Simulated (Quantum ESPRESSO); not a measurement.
# CdS (Hawleyite) (F-43m) in Quantum ESPRESSO: notebook, part 2 of 3

Quantum ESPRESSO 7.5.

## Step 3: Phonons, PBE, target pressure 10 GPa, at which the enthalpy is minimised

Input file pw.in:

```
&CONTROL
  calculation = 'scf'
  prefix = 'pwscf'
  outdir = './tmp'
  pseudo_dir = './pseudo'
  tprnfor = .true.
  tstress = .true.
  disk_io = 'low'
/
&SYSTEM
  ibrav = 0
  nat = 2
  ntyp = 2
  ecutwfc = 45
  ecutrho = 360
  nbnd = 15
  occupations = 'smearing'
  smearing = 'fd'
  degauss = 0.00367493
/
&ELECTRONS
  conv_thr = 4d-10
  electron_maxstep = 120
  mixing_beta = 0.5
/
ATOMIC_SPECIES
Cd   112.4140 cd_pbe_v1.uspp.F.UPF
S     32.0600 s_pbe_v1.4.uspp.F.UPF
CELL_PARAMETERS angstrom
   0.0000000000    2.9165000000    2.9165000000
   2.9165000000    0.0000000000    2.9165000000
   2.9165000000    2.9165000000    0.0000000000
ATOMIC_POSITIONS crystal
Cd     0.0000000000    0.0000000000    0.0000000000
S      0.7500000000    0.7500000000    0.7500000000
K_POINTS automatic
4 4 4 1 1 1
```

Input file relax.in:

```
&CONTROL
  calculation = 'vc-relax'
  prefix = 'pwscf'
  outdir = './tmp'
  pseudo_dir = './pseudo'
  tprnfor = .true.
  tstress = .true.
  disk_io = 'low'
  nstep = 40
  forc_conv_thr = 0.0001
  etot_conv_thr = 1d-06
/
&SYSTEM
  ibrav = 0
  nat = 2
  ntyp = 2
  ecutwfc = 45
  ecutrho = 360
  nbnd = 15
  occupations = 'smearing'
  smearing = 'fd'
  degauss = 0.00367493
/
&ELECTRONS
  conv_thr = 4d-10
  electron_maxstep = 120
  mixing_beta = 0.5
/
&IONS
  ion_dynamics = 'bfgs'
/
&CELL
  cell_dynamics = 'bfgs'
  press = 100
  press_conv_thr = 0.2
/
ATOMIC_SPECIES
Cd   112.4140 cd_pbe_v1.uspp.F.UPF
S     32.0600 s_pbe_v1.4.uspp.F.UPF
CELL_PARAMETERS angstrom
   0.0000000000    2.9165000000    2.9165000000
   2.9165000000    0.0000000000    2.9165000000
   2.9165000000    2.9165000000    0.0000000000
ATOMIC_POSITIONS crystal
Cd     0.0000000000    0.0000000000    0.0000000000
S      0.7500000000    0.7500000000    0.7500000000
K_POINTS automatic
4 4 4 1 1 1
```

Input file gamma.in:

```
&CONTROL
  calculation = 'bands'
  prefix = 'pwscf'
  outdir = './tmp'
  pseudo_dir = './pseudo'
  disk_io = 'low'
  verbosity = 'high'
/
&SYSTEM
  ibrav = 0
  nat = 2
  ntyp = 2
  ecutwfc = 45
  ecutrho = 360
  nbnd = 15
  occupations = 'smearing'
  smearing = 'fd'
  degauss = 0.00367493
/
&ELECTRONS
  conv_thr = 1d-08
  electron_maxstep = 120
  mixing_beta = 0.5
  diago_full_acc = .true.
  startingwfc = 'random'
/
ATOMIC_SPECIES
Cd   112.4140 cd_pbe_v1.uspp.F.UPF
S     32.0600 s_pbe_v1.4.uspp.F.UPF
CELL_PARAMETERS angstrom
   0.0000000000    2.8339179279    2.8339179279
   2.8339179279    0.0000000000    2.8339179279
   2.8339179279    2.8339179279    0.0000000000
ATOMIC_POSITIONS crystal
Cd     0.0000000000    0.0000000000    0.0000000000
S      0.7500000000    0.7500000000    0.7500000000
K_POINTS crystal
1
0.0 0.0 0.0 1
```

Input file scf2.in:

```
&CONTROL
  calculation = 'scf'
  prefix = 'pwscf'
  outdir = './tmp'
  pseudo_dir = './pseudo'
  tprnfor = .true.
  tstress = .true.
  disk_io = 'low'
/
&SYSTEM
  ibrav = 0
  nat = 2
  ntyp = 2
  ecutwfc = 45
  ecutrho = 360
  nbnd = 15
  occupations = 'fixed'
/
&ELECTRONS
  conv_thr = 1d-13
  electron_maxstep = 120
  mixing_beta = 0.5
  startingpot = 'file'
/
ATOMIC_SPECIES
Cd   112.4140 cd_pbe_v1.uspp.F.UPF
S     32.0600 s_pbe_v1.4.uspp.F.UPF
CELL_PARAMETERS angstrom
   0.0000000000    2.8339179279    2.8339179279
   2.8339179279    0.0000000000    2.8339179279
   2.8339179279    2.8339179279    0.0000000000
ATOMIC_POSITIONS crystal
Cd     0.0000000000    0.0000000000    0.0000000000
S      0.7500000000    0.7500000000    0.7500000000
K_POINTS automatic
4 4 4 1 1 1
```

Input file ph.in:

```
phonons of CdS
&INPUTPH
  prefix = 'pwscf'
  outdir = './tmp'
  tr2_ph = 1d-18
  fildyn = 'dyn'
  niter_ph = 90
  alpha_mix(1) = 0.7
  epsil = True
/
0.0000000000 0.0000000000 0.0000000000
```

Input file dynmat.in:

```
&INPUT
  fildyn = 'dyn'
  asr = 'crystal'
  lperm = .true.
  filout = 'dynmat.disp'
  fileig = 'dynmat.eig'
/
```

Input file dynmat_lo.in:

```
&INPUT
  fildyn = 'dyn'
  asr = 'crystal'
  filout = 'dynmat_lo.disp'
  fileig = 'dynmat_lo.eig'
  q(1) = 0
  q(2) = 0
  q(3) = 1
/
```

Potentials or basis: GBRV 1.5 PBE.

On the command line:

```console
OMP_NUM_THREADS=1 pw.x -in pw.in > pw.out
OMP_NUM_THREADS=1 pw.x -in relax.in > relax.out
OMP_NUM_THREADS=1 pw.x -in gamma.in > gamma.out
OMP_NUM_THREADS=1 pw.x -in scf2.in > scf2.out
OMP_NUM_THREADS=1 ph.x -in ph.in > ph.out
OMP_NUM_THREADS=1 dynmat.x -in dynmat.in > dynmat.out
OMP_NUM_THREADS=1 dynmat.x -in dynmat_lo.in > dynmat_lo.out
```

pw.out:

```text
This program is part of the open-source Quantum ESPRESSO suite
     for quantum simulation of materials; please cite
[... 9 lines left out ...]
     --------------------
     sticks:   dense  smooth     PW     G-vecs:    dense   smooth      PW
     Sum        1507     745    235                38709    13635    2277

     Using Slab Decomposition

     bravais-lattice index     =            0
     lattice parameter (alat)  =       7.7943  a.u.
     unit-cell volume          =     334.8209 (a.u.)^3
     number of atoms/cell      =            2
     number of atomic types    =            2
     number of electrons       =        18.00
     number of Kohn-Sham states=           15
     kinetic-energy cutoff     =      45.0000  Ry
     charge density cutoff     =     360.0000  Ry
     scf convergence threshold =      4.0E-10
     mixing beta               =       0.5000
     number of iterations used =            8  plain     mixing
     Exchange-correlation=  SLA  PW   PBX  PBC
                           (   1   4   3   4   0   0   0)

     celldm(1)=   7.794277  celldm(2)=   0.000000  celldm(3)=   0.000000
     celldm(4)=   0.000000  celldm(5)=   0.000000  celldm(6)=   0.000000

[... 8 lines left out ...]
               b(3) = (  0.707107  0.707107 -0.707107 )

     PseudoPot. # 1 for Cd read from file:
     cd_pbe_v1.uspp.F.UPF
     Pseudo is Ultrasoft + core correction, Zval = 12.0
     Generated by new atomic code, or converted to UPF format
     Using radial grid of  889 points,  6 beta functions with:
                l(1) =   0
                l(2) =   0
                l(3) =   1
                l(4) =   1
                l(5) =   2
                l(6) =   2
     Q(r) pseudized with  6 coefficients,  rinner =    1.000   1.000   1.000
                                                       1.000   1.000

     PseudoPot. # 2 for S  read from file:
     s_pbe_v1.4.uspp.F.UPF
     Pseudo is Ultrasoft + core correction, Zval =  6.0
     Generated by new atomic code, or converted to UPF format
     Using radial grid of  907 points,  6 beta functions with:
                l(1) =   0
                l(2) =   0
                l(3) =   1
                l(4) =   1
                l(5) =   2
                l(6) =   2
     Q(r) pseudized with  8 coefficients,  rinner =    1.300   1.300   1.300
                                                       1.300   1.300

     atomic species   valence    mass     pseudopotential
     Cd               12.00   112.41400     Cd( 1.00)
     S                 6.00    32.06000     S ( 1.00)

     24 Sym. Ops. (no inversion) found

   Cartesian axes

     site n.     atom                  positions (alat units)
         1        Cd     tau(   1) = (   0.0000000   0.0000000   0.0000000  )
         2        S      tau(   2) = (   1.0606602   1.0606602   1.0606602  )

     number of k points=    10  Fermi-Dirac smearing, width (Ry)=  0.0037
                       cart. coord. in units 2pi/alat
        k(    1) = (   0.0883883   0.0883883   0.0883883), wk =   0.0625000
        k(    2) = (   0.2651650   0.2651650  -0.0883883), wk =   0.1875000
        k(    3) = (  -0.2651650  -0.2651650   0.4419417), wk =   0.1875000
        k(    4) = (  -0.0883883  -0.0883883   0.2651650), wk =   0.1875000
        k(    5) = (   0.4419417   0.0883883   0.0883883), wk =   0.1875000
        k(    6) = (  -0.0883883  -0.4419417   0.6187184), wk =   0.3750000
        k(    7) = (   0.0883883  -0.2651650   0.4419417), wk =   0.3750000
        k(    8) = (  -0.6187184   0.0883883   0.0883883), wk =   0.1875000
        k(    9) = (   0.2651650   0.2651650   0.2651650), wk =   0.0625000
        k(   10) = (  -0.2651650  -0.2651650   0.7954951), wk =   0.1875000

     Dense  grid:    38709 G-vectors     FFT dimensions: (  48,  48,  48)

     Smooth grid:    13635 G-vectors     FFT dimensions: (  36,  36,  36)

     Initial potential from superposition of free atoms

     starting charge      17.4999, renormalised to      18.0000

     negative rho (up, down):  2.029E-02 0.000E+00
     Starting wfcs are   13 randomized atomic wfcs +    2 random wfcs

     Self-consistent Calculation

     iteration #  1     ecut=    45.00 Ry     beta= 0.50
     Davidson diagonalization with overlap
     ethr =  1.00E-02,  avg # of iterations =  5.8

     Threshold (ethr) on eigenvalues was too large:
     Diagonalizing with lowered threshold

     Davidson diagonalization with overlap
     ethr =  6.35E-04,  avg # of iterations =  2.5

     negative rho (up, down):  1.973E-02 0.000E+00

     total energy              =    -138.88036364 Ry
     estimated scf accuracy    <       0.11183069 Ry

     iteration #  2     ecut=    45.00 Ry     beta= 0.50
     Davidson diagonalization with overlap
     ethr =  6.21E-04,  avg # of iterations =  2.0

     negative rho (up, down):  1.998E-02 0.000E+00

     total energy              =    -138.91333204 Ry
     estimated scf accuracy    <       0.01155314 Ry

     iteration #  3     ecut=    45.00 Ry     beta= 0.50
     Davidson diagonalization with overlap
     ethr =  6.42E-05,  avg # of iterations =  6.4

     negative rho (up, down):  2.027E-02 0.000E+00

     total energy              =    -138.91492312 Ry
     estimated scf accuracy    <       0.00109121 Ry

     iteration #  4     ecut=    45.00 Ry     beta= 0.50
     Davidson diagonalization with overlap
     ethr =  6.06E-06,  avg # of iterations =  3.6

     negative rho (up, down):  2.029E-02 0.000E+00

     total energy              =    -138.91501745 Ry
     estimated scf accuracy    <       0.00003907 Ry

     iteration #  5     ecut=    45.00 Ry     beta= 0.50
     Davidson diagonalization with overlap
     ethr =  2.17E-07,  avg # of iterations =  6.1

     negative rho (up, down):  2.032E-02 0.000E+00

     total energy              =    -138.91506490 Ry
     estimated scf accuracy    <       0.00000257 Ry

     iteration #  6     ecut=    45.00 Ry     beta= 0.50
     Davidson diagonalization with overlap
     ethr =  1.43E-08,  avg # of iterations =  4.0

     negative rho (up, down):  2.035E-02 0.000E+00

     total energy              =    -138.91506604 Ry
     estimated scf accuracy    <       0.00000051 Ry

     iteration #  7     ecut=    45.00 Ry     beta= 0.50
     Davidson diagonalization with overlap
     ethr =  2.84E-09,  avg # of iterations =  2.9

     negative rho (up, down):  2.035E-02 0.000E+00

     total energy              =    -138.91506618 Ry
     estimated scf accuracy    <       0.00000003 Ry

     iteration #  8     ecut=    45.00 Ry     beta= 0.50
     Davidson diagonalization with overlap
     ethr =  1.43E-10,  avg # of iterations =  4.5

     negative rho (up, down):  2.035E-02 0.000E+00

     total energy              =    -138.91506620 Ry
     estimated scf accuracy    <          4.6E-10 Ry

     iteration #  9     ecut=    45.00 Ry     beta= 0.50
     Davidson diagonalization with overlap
     ethr =  2.53E-12,  avg # of iterations =  5.8

     negative rho (up, down):  2.035E-02 0.000E+00

     End of self-consistent calculation

          k = 0.0884 0.0884 0.0884 (  1720 PWs)   bands (ev):

    -6.7030  -2.0649  -2.0649  -2.0343  -1.6066  -1.6066   4.5990   5.5057
     5.5057   7.5830  11.8734  12.3277  12.3277  16.4634  16.4634

          k = 0.2652 0.2652-0.0884 (  1703 PWs)   bands (ev):

    -6.4571  -1.9861  -1.9719  -1.7205  -1.6185  -1.5507   2.6378   4.4597
     5.1695   9.0403  11.8882  12.4570  12.8065  15.6749  17.1775

          k =-0.2652-0.2652 0.4419 (  1713 PWs)   bands (ev):

    -6.3138  -1.9547  -1.9326  -1.6091  -1.5639  -1.2164   1.3789   4.3779
     4.6807   9.2002  11.8972  12.9970  13.2214  16.6964  17.9547

          k =-0.0884-0.0884 0.2652 (  1712 PWs)   bands (ev):

    -6.5594  -2.0133  -1.9907  -1.9062  -1.6245  -1.5803   3.5141   4.9754
     5.0349   8.6844  11.1916  12.7972  13.0171  15.0677  16.9875

          k = 0.4419 0.0884 0.0884 (  1701 PWs)   bands (ev):

    -6.3581  -1.9145  -1.8698  -1.7867  -1.5476  -1.4940   2.4978   4.1620
     4.3117   9.6273  10.4341  13.2343  14.1530  15.2292  17.6622

          k =-0.0884-0.4419 0.6187 (  1702 PWs)   bands (ev):

    -6.2196  -1.8799  -1.8281  -1.6741  -1.5719  -1.0462   1.6969   3.2558
     3.9011  10.3625  11.0615  13.0173  14.4687  15.8584  18.1615

          k = 0.0884-0.2652 0.4419 (  1706 PWs)   bands (ev):

    -6.3161  -1.9278  -1.9017  -1.6724  -1.5717  -1.3165   1.9471   3.7871
     4.5574   9.9078  11.3930  12.3917  13.8657  15.8590  18.3320

          k =-0.6187 0.0884 0.0884 (  1703 PWs)   bands (ev):

    -6.2190  -1.8724  -1.7673  -1.7469  -1.5317  -1.1726   1.7811   3.5438
     3.8803   9.5230  10.2842  14.2270  15.3632  15.9592  18.0702

          k = 0.2652 0.2652 0.2652 (  1700 PWs)   bands (ev):

    -6.3960  -1.9783  -1.9783  -1.5809  -1.5809  -1.4870   1.8132   4.9681
     4.9681   8.6067  12.6016  12.6681  12.6681  16.5611  17.0286

          k =-0.2652-0.2652 0.7955 (  1712 PWs)   bands (ev):

    -6.2587  -1.9201  -1.8672  -1.6362  -1.5862  -1.1066   1.6110   3.3509
     4.4790   9.9994  11.4545  13.2840  13.6710  16.1116  16.8852

     the Fermi energy is     6.5773 ev

!    total energy              =    -138.91506620 Ry
     estimated scf accuracy    <          1.7E-10 Ry
     smearing contrib. (-TS)   =      -0.00000000 Ry
     internal energy E=F+TS    =    -138.91506620 Ry

     The total energy is F=E-TS. E is the sum of the following terms:
     one-electron contribution =     -38.36089209 Ry
     hartree contribution      =      32.67196801 Ry
     xc contribution           =     -47.87974182 Ry
     ewald contribution        =     -85.34640031 Ry

     convergence has been achieved in   9 iterations

     negative rho (up, down):  2.035E-02 0.000E+00

     Forces acting on atoms (cartesian axes, Ry/au):

     atom    1 type  1   force =     0.00000000    0.00000000    0.00000000
     atom    2 type  2   force =    -0.00000000   -0.00000000   -0.00000000

     Total force =     0.000000     Total SCF correction =     0.000000

     Computing stress (Cartesian axis) and pressure

     negative rho (up, down):  2.035E-02 0.000E+00
          total   stress  (Ry/bohr**3)                   (kbar)     P=       31.72
   0.00021564   0.00000000   0.00000000           31.72        0.00        0.00
   0.00000000   0.00021564   0.00000000            0.00       31.72        0.00
   0.00000000   0.00000000   0.00021564            0.00        0.00       31.72

=------------------------------------------------------------------------------=
   JOB DONE.
=------------------------------------------------------------------------------=
```

It took 3.8 min on 1 thread of Arm Neoverse V2, shared host; peak memory 0.17 GiB.

Results:

- Free energy: -1889.8713 eV
- Relaxed volume: 22.76 Å³/atom
- Relaxed cell: a = 4.008 Å, b = 4.008 Å, c = 4.008 Å, α = 60.00°, β = 60.00°, γ = 60.00°
- Space group after relaxing (to 0.05 Å): F-43m (No. 216)
- Pressure after relaxing: 10.2 GPa
- Electronic dielectric tensor (diagonal): 6.12
- Born charges (mean of the diagonal): Cd +2.08; S -2.09 e
- Highest phonon frequency at Γ, LO-TO splitting left out: 276 cm⁻¹
- Static dielectric tensor (diagonal): 8.59

Step by step:
```tsv
step	energy change (eV)	largest force (eV/Å)	pressure (GPa)	volume (Å³)
1	0.0000	0.0000	3.17	49.62
2	0.0467	0.0000	5.67	47.91
3	0.1682	0.0000	10.20	45.42
4	0.1616	0.0000	9.98	45.53
5	0.1621	0.0000	10.00	45.52
```

Final structure:
```cif
data_structure
_symmetry_space_group_name_H-M 'P 1'
_symmetry_Int_Tables_number 1
_cell_length_a 4.0078
_cell_length_b 4.0078
_cell_length_c 4.0078
_cell_angle_alpha 60.000
_cell_angle_beta 60.000
_cell_angle_gamma 60.000
_cell_volume 45.52
loop_
_atom_site_label
_atom_site_type_symbol
_atom_site_fract_x
_atom_site_fract_y
_atom_site_fract_z
_atom_site_occupancy
Cd1 Cd 0.00000 0.00000 0.00000 1
S1 S 0.75000 0.75000 0.75000 1
```

Phonon frequencies in cm⁻¹ (negative: imaginary):
```
              q point           frequencies
(0.000, 0.000, 0.000)  -1 -1 -1 276 276 276
```

Electronic dielectric tensor:
```
6.12 0.00 0.00
0.00 6.12 0.00
0.00 0.00 6.12
```

Born effective charge tensors (e):
atom 1, Cd
```
2.08 0.00 0.00
0.00 2.08 0.00
0.00 0.00 2.08
```
atom 2, S
```
-2.09  0.00  0.00
 0.00 -2.09  0.00
 0.00  0.00 -2.09
```

Optical modes at Γ, degenerate ones joined, polar ones without the macroscopic field:
| cm⁻¹ | components | symmetry | active in | IR intensity, summed ((D/Å)²/amu) |
| --- | --- | --- | --- | --- |
| 276 | 3 | T2 | IR and Raman | 12.04 |

Zone-centre frequencies without and with the macroscopic field along z (cm⁻¹):
|  | optical modes in rising order |
| --- | --- |
| without | 276 276 276 |
| with the field | 276 276 327 |

Static dielectric tensor, electrons and zone-centre modes:
```
8.59 0.00 0.00
0.00 8.59 0.00
0.00 0.00 8.59
```

Caveat: the mesh is thin for the dielectric tensor, Born charges and intensities, which usually come out too large; the cell is more than 3 GPa from zero pressure, which shifts response properties.

[end of part 2 of 3]
